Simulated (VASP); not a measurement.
# TaN (P6_3/mmc) in VASP: a series of runs

Runs on TaN. Level: PBE. Tasks: relaxation of cell and atoms, atomic charges.

All numbers are computed with VASP 6.6.1; they aren't measurements. Logs are shortened: lines on timing, memory, paths and dates and some standing lists are left out, and cuts for length are marked.

**1. The structure**

Symmetry: P6_3/mmc, No. 194, hexagonal system. The conventional cell has a = 2.922 Å, b = 2.922 Å, c = 5.917 Å, α = 90.00°, β = 90.00°, γ = 120.00°. Ta (site symmetry -3m) has 6 N at 2.24 Å as nearest neighbours. N (site symmetry -6m2) has 6 Ta at 2.24 Å as nearest neighbours.

The cell comes from a database or a generator and needn't be the stable form of this composition.

**2. Relaxation of cell and atoms, PBE**

Input file INCAR:

```
PREC = Accurate
ENCUT = 580
EDIFF = 1E-6
ISMEAR = -1
SIGMA = 0.05
LREAL = False
LASPH = True
NELM = 80
ALGO = Normal
ISIF = 3
LWAVE = False
LCHARG = False
GGA = PE
IBRION = 2
NSW = 40
EDIFFG = -0.01
```

Input file KPOINTS:

```
Automatic mesh
0
Gamma
  10 10 5
```

Input file POSCAR:

```
TaN
1.0
    2.9217699809      0.0000000000      0.0000000000
   -1.4608849905      2.5303270275      0.0000000000
    0.0000000000      0.0000000000      5.9165150000
Ta N
2 2
Direct
    0.0000000000      0.0000000000      0.5000000000
    0.0000000000      0.0000000000      0.0000000000
    0.3333333333      0.6666666667      0.2500000000
    0.6666666667      0.3333333333      0.7500000000
```

Potentials or basis: VASP PAW PBE potentials, release 64 (Ta, N).

On the command line:

```console
cat potpaw_PBE.64/Ta/POTCAR potpaw_PBE.64/N/POTCAR > POTCAR
mpirun -np 1 vasp_std > vasp.out
```

OUTCAR:

```text
PREC = Accurate
   ENCUT = 580
   EDIFF = 1E-6
   ISMEAR = -1
   LREAL = False
   LASPH = True
   NELM = 80
   ISIF = 3
   GGA = PE
   IBRION = 2
   NSW = 40
   EDIFFG = -0.01

 ion  position               nearest neighbor table
   1  0.000  0.000  0.500-   3 2.24   4 2.24   4 2.24   3 2.24   4 2.24   3 2.24   2 2.96   2 2.96

   2  0.000  0.000  0.000-   3 2.24   4 2.24   4 2.24   3 2.24   4 2.24   3 2.24   1 2.96   1 2.96

   3  0.333  0.667  0.250-   1 2.24   2 2.24   1 2.24   2 2.24   1 2.24   2 2.24
   4  0.667  0.333  0.750-   1 2.24   2 2.24   1 2.24   2 2.24   1 2.24   2 2.24

  LATTYP: Found a hexagonal cell.
 ALAT       =     2.9217699809
 C/A-ratio  =     2.0249763119

  Lattice vectors:

 A1 = (   2.9217699809,   0.0000000000,   0.0000000000)
 A2 = (  -1.4608849905,   2.5303270275,   0.0000000000)
 A3 = (   0.0000000000,   0.0000000000,   5.9165150000)

Analysis of symmetry for initial positions (statically):
=====================================================================
 Subroutine PRICEL returns:
 Original cell was already a primitive cell.

 Routine SETGRP: Setting up the symmetry group for a
 hexagonal supercell.

 Subroutine GETGRP returns: Found 24 space group operations
 (whereof 12 operations were pure point group operations)
 out of a pool of 24 trial point group operations.

The static configuration has the point symmetry D_3d.
 The point group associated with its full space group is D_6h.

Analysis of symmetry for dynamics (positions and initial velocities):
=====================================================================
 Subroutine PRICEL returns:
 Original cell was already a primitive cell.

 Routine SETGRP: Setting up the symmetry group for a
 hexagonal supercell.

 Subroutine GETGRP returns: Found 24 space group operations
 (whereof 12 operations were pure point group operations)
 out of a pool of 24 trial point group operations.

The dynamic configuration has the point symmetry D_3d.
 The point group associated with its full space group is D_6h.

 Subroutine INISYM returns: Found 24 space group operations
 (whereof 12 operations are pure point group operations),
 and found     1 'primitive' translations

----------------------------------------------------------------------------------------

                                     Primitive cell

  volume of cell :      43.7410

  direct lattice vectors                    reciprocal lattice vectors
     2.921769981  0.000000000  0.000000000     0.342258291  0.197602916  0.000000000
    -1.460884991  2.530327027  0.000000000     0.000000000  0.395205833  0.000000000
     0.000000000  0.000000000  5.916515000     0.000000000  0.000000000  0.169018417

  length of vectors
     2.921769981  2.921769981  5.916515000     0.395205833  0.395205833  0.169018417

  position of ions in fractional coordinates (direct lattice)
     0.000000000  0.000000000  0.500000000
     0.000000000  0.000000000  0.000000000
     0.333333333  0.666666667  0.250000000
     0.666666667  0.333333333  0.750000000

  ion indices of the primitive-cell ions
   primitive index   ion index
                 1           1
                 2           2
                 3           3
                 4           4

----------------------------------------------------------------------------------------

 KPOINTS: Automatic mesh

Automatic generation of k-mesh.
 Grid dimensions read from file:
 generate k-points for:   10   10    5

 Generating k-lattice:

  Cartesian coordinates                     Fractional coordinates (reciprocal lattice)
     0.034225829  0.019760292  0.000000000     0.100000000  0.000000000  0.000000000
     0.000000000  0.039520583  0.000000000     0.000000000  0.100000000  0.000000000
     0.000000000  0.000000000  0.033803683     0.000000000  0.000000000  0.200000000

  Length of vectors
     0.039520583  0.039520583  0.033803683

  Shift w.r.t. Gamma in fractional coordinates (k-lattice)
     0.000000000  0.000000000  0.000000000

 Subroutine IBZKPT returns following result:
 ===========================================

 Found     42 irreducible k-points:

 Following reciprocal coordinates:
            Coordinates               Weight
  0.000000  0.000000  0.000000      1.000000
  0.100000  0.000000  0.000000      6.000000
  0.200000  0.000000  0.000000      6.000000
  0.300000  0.000000  0.000000      6.000000
  0.400000  0.000000  0.000000      6.000000
  0.500000  0.000000  0.000000      3.000000
[... 16 lines left out ...]
  0.300000  0.100000  0.200000     24.000000
  0.400000  0.100000  0.200000     24.000000
 [... further k-points ...]
   k-points           NKPTS =     42   k-points in BZ     NKDIM =     42   number of bands    NBANDS=     14
   number of dos      NEDOS =    301   number of ions     NIONS =      4
   total plane-waves  NPLWV =  27648
   dimension x,y,z NGX =    24 NGY =   24 NGZ =   48
   dimension x,y,z NGXF=    48 NGYF=   48 NGZF=   96
   ions per type =               2   2
   NGX,Y,Z   is equivalent  to a cutoff of  13.66, 13.66, 13.49 a.u.
   NGXF,Y,Z  is equivalent  to a cutoff of  27.31, 27.31, 26.97 a.u.
 SYSTEM =  unknown system
   PREC   = accura    normal or accurate (medium, high low for compatibility)
   ISTART =      0    job   : 0-new  1-cont  2-samecut
   ICHARG =      2    charge: 1-file 2-atom 10-const
   ISPIN  =      1    spin polarized calculation?
   LNONCOLLINEAR =      F non collinear calculations
   LSORBIT =      F    spin-orbit coupling
   LASPH  =      T    aspherical Exc in radial PAW
   ENCUT  =  580.0 eV  42.63 Ry    6.53 a.u.   5.74  5.74 11.62*2*pi/ulx,y,z
   NELM   =     80;   NELMIN=  2; NELMDL= -5     # of ELM steps
   EDIFF  = 0.1E-05   stopping-criterion for ELM
   LREAL  =      F    real-space projection
   EDIFFG = -.1E-01   stopping-criterion for IOM
   NSW    =     40    number of steps for IOM
   IBRION =      2    ionic relax: 0-MD 1-quasi-New 2-CG
   NFREE  =      1    steps in history (QN), initial steepest desc. (CG)
   ISIF   =      3    stress and relaxation
   ISYM   =      2    0-nonsym 1-usesym 2-fastsym
   POTIM  = 0.5000    time-step for ionic-motion
   TEBEG  =    0.0;   TEEND  =   0.0 temperature during run
   PSTRESS=    0.0 pullay stress
   NELECT =      20.0000    total number of electrons
   NUPDOWN=      -1.0000    fix difference up-down
   EMIN   =  10.00;   EMAX   =-10.00  energy-range for DOS
   EFERMI =   0.00;   METHOD = LEGACY
   ISMEAR =    -1;   SIGMA  =   0.05  broadening in eV -4-tet -1-fermi 0-gaus
   EFERMI_NEDOS =   21; number of points for ismear=-14 and -15
   IALGO  =     38    algorithm
   IMIX   =      4    mixing-type and parameters
     AMIX     =   0.40;   BMIX     =  1.00
     AMIX_MAG =   1.60;   BMIX_MAG =  1.00
  volume/ion in A,a.u.               =      10.94        73.79
  Fermi-wavevector in a.u.,A,eV,Ry     =   1.261214  2.383348 21.642237  1.590660
  Thomas-Fermi vector in A             =   2.394684
   LORBIT       =      0    0 simple, 1 ext, 2 COOP (PROOUT), +10 PAW based schemes
   GGA     = PE    functional components
   LHFCALC =     F    Hartree Fock is set to
   AEXX    =    0.0000 exact exchange contribution
   IVDW    =     0    specifies the selected vdW correction
   LEPSILON=     F    determine dielectric tensor
   LRPA    =     F    only Hartree local field effects (RPA)
 conjugate gradient relaxation of ions
 non-spin polarized calculation
  energy-cutoff  :      580.00
  volume of cell :       43.74
 maximum number of plane-waves:      1400
 NGX is ok and might be reduce to    24
   NGX = 11   NGY = 11   NGZ = 23

--------------------------------------- Ionic step        1  -------------------------------------------

 number of electron      20.0000000 magnetization

 Free energy of the ion-electron system (eV)
  ---------------------------------------------------
  ext. energy  EPLUGINS =         0.00000000
  ---------------------------------------------------
  free energy    TOTEN  =       -44.23050525 eV

  energy without entropy =      -44.22042837  energy(sigma->0) =      -44.22546681

------------------------ aborting loop because EDIFF is reached ----------------------------------------

  FORCE on cell =-STRESS in cart. coord.  units (eV):
  Direction    XX          YY          ZZ          XY          YZ          ZX
  --------------------------------------------------------------------------------------
  -------------------------------------------------------------------------------------
  Total       -0.5835357     -0.5835357     -0.5264566      0.0000000      0.0000000      0.0000000
  in kB      -21.3741745    -21.3741745    -19.2834383      0.0000000      0.0000000      0.0000000
  external PRESSURE =     -20.6772624 kB  Pullay stress =       0.0000000 kB

 VOLUME and BASIS-vectors are now :
 -----------------------------------------------------------------------------
  energy-cutoff  :      580.00
  volume of cell :       43.74
      direct lattice vectors                 reciprocal lattice vectors
     2.921769981  0.000000000  0.000000000     0.342258291  0.197602916  0.000000000
    -1.460884991  2.530327027  0.000000000     0.000000000  0.395205833  0.000000000
     0.000000000  0.000000000  5.916515000     0.000000000  0.000000000  0.169018417
[... 153 lines left out ...]
 POSITION                                       TOTAL-FORCE (eV/Angst)
 -----------------------------------------------------------------------------------
     -0.00000      0.00000      2.95481         0.000000      0.000000      0.000000
      0.00000      0.00000      0.00000         0.000000      0.000000      0.000000
     -0.00000      1.68270      1.47741        -0.000000      0.000000      0.000000
      1.45726      0.84135      4.43222         0.000000     -0.000000     -0.000000
 -----------------------------------------------------------------------------------
    total drift:                               -0.000000      0.000000     -0.000000

  FREE ENERGIE OF THE ION-ELECTRON SYSTEM (eV)
  ---------------------------------------------------
  free  energy   TOTEN  =       -44.2322861797 eV

  energy  without entropy=      -44.2222607371  energy(sigma->0) =      -44.22727346

--------------------------------------- Ionic step        6  -------------------------------------------

 number of electron      19.9999999 magnetization

 Free energy of the ion-electron system (eV)
  ---------------------------------------------------
  ext. energy  EPLUGINS =         0.00000000
  ---------------------------------------------------
  free energy    TOTEN  =       -44.23229666 eV

  energy without entropy =      -44.22227151  energy(sigma->0) =      -44.22728408

 E-fermi :   8.4061     XC(G=0): -13.1279

 val. band max:        8.3730156031   @ k =   0.1000   0.1000   0.4000
 cond. band min:       8.4148791458   @ k =   0.1000   0.0000   0.2000
 fundamental gap:      0.0418635427
 Fermi energy:         8.4060675500

 k-point     1 :       0.0000    0.0000    0.0000
  band No.  band energies     occupation
      1      -9.1472      2.00000
      2      -6.9542      2.00000
      3      -0.8491      2.00000
      4       3.5986      2.00000
      5       3.5986      2.00000
      6       4.1022      2.00000
      7       4.9053      2.00000
      8       6.4329      2.00000
      9       6.4329      2.00000
     10       8.1740      1.98089
     11       8.1740      1.98089
     12       8.9683      0.00003
     13       8.9683      0.00003
     14      10.7499      0.00000

 k-point     2 :       0.1000    0.0000    0.0000
  band No.  band energies     occupation
      1      -8.9459      2.00000
      2      -7.0085      2.00000
      3      -0.5047      2.00000
      4       3.4495      2.00000
      5       3.6630      2.00000
      6       4.3209      2.00000
      7       4.3251      2.00000
      8       5.4520      2.00000
      9       6.0501      2.00000
     10       8.3511      1.50041
[... 362 lines left out ...]
 k-point    24 :       0.4000    0.1000    0.2000
  band No.  band energies     occupation
      1      -7.5144      2.00000
      2      -6.5365      2.00000
      3       0.0463      2.00000
      4       1.2686      2.00000
      5       2.1634      2.00000
      6       3.4067      2.00000
      7       3.7375      2.00000
      8       4.0978      2.00000
      9       6.2350      2.00000
     10       6.7290      2.00000
     11      11.0831      0.00000
     12      11.7421      0.00000
     13      12.3275      0.00000
     14      13.1721      0.00000

 [... further k-points ...]
[... 5 lines left out ...]
  --------------------------------------------------------------------------------------
  -------------------------------------------------------------------------------------
  Total       -0.0070529     -0.0070529     -0.0100660      0.0000000      0.0000000      0.0000000
  in kB       -0.2599211     -0.2599211     -0.3709619      0.0000000      0.0000000      0.0000000
  external PRESSURE =      -0.2969347 kB  Pullay stress =       0.0000000 kB

 VOLUME and BASIS-vectors are now :
 -----------------------------------------------------------------------------
  energy-cutoff  :      580.00
  volume of cell :       43.47
      direct lattice vectors                 reciprocal lattice vectors
     2.914983598  0.000000000  0.000000000     0.343055104  0.198062956  0.000000000
    -1.457491799  2.524449848  0.000000000    -0.000000000  0.396125913 -0.000000000
    -0.000000000  0.000000000  5.907919676    -0.000000000 -0.000000000  0.169264319

 POSITION                                       TOTAL-FORCE (eV/Angst)
 -----------------------------------------------------------------------------------
     -0.00000      0.00000      2.95396         0.000000     -0.000000     -0.000000
      0.00000      0.00000      0.00000         0.000000     -0.000000     -0.000000
     -0.00000      1.68297      1.47698         0.000000     -0.000000      0.000000
      1.45749      0.84148      4.43094        -0.000000      0.000000     -0.000000
 -----------------------------------------------------------------------------------
    total drift:                               -0.000000      0.000000     -0.000000

  FREE ENERGIE OF THE ION-ELECTRON SYSTEM (eV)
  ---------------------------------------------------
  free  energy   TOTEN  =       -44.2322966554 eV

  energy  without entropy=      -44.2222715117  energy(sigma->0) =      -44.22728408

 reached required accuracy - stopping structural energy minimisation
```

Run time: 40 s. Hardware: 1 thread of Intel Xeon Platinum 8559C (Emerald Rapids), shared host; peak memory 0.19 GiB.

Results:

| Property | Result |
| --- | --- |
| Free energy | -44.2323 eV |
| Relaxed volume | 10.87 Å³/atom |
| Relaxed cell | a = 2.915 Å, b = 2.915 Å, c = 5.908 Å, α = 90.00°, β = 90.00°, γ = 120.00° |
| Space group after relaxing (to 0.05 Å) | P6_3/mmc (No. 194) |
| Energy gained by relaxing | 0.4 meV/atom |
| Ionic steps | 6 |
| Pressure after relaxing | 0.0 GPa |
| Band gap on the k mesh | none (metal or under the smearing width) |

Step by step:
```csv
step,energy change (eV),largest force (eV/Å),pressure (GPa),volume (Å³)
1,0.0000,0.0000,-2.07,43.74
2,0.0078,0.0000,5.06,42.85
3,-0.0018,0.0000,0.02,43.47
4,-0.0018,0.0000,-0.01,43.48
5,-0.0018,0.0000,-0.04,43.47
6,-0.0018,0.0000,-0.03,43.47
```

Final structure:
```xyz
4
Lattice="2.9150 0.0000 0.0000 -1.4575 2.5244 0.0000 0.0000 0.0000 5.9079" Properties=species:S:1:pos:R:3 pbc="T T T"
Ta    0.0000    0.0000    2.9540
Ta    0.0000    0.0000    0.0000
N     0.0000    1.6830    1.4770
N     1.4575    0.8415    4.4309
```

(Part 1 of 3 ends here.)
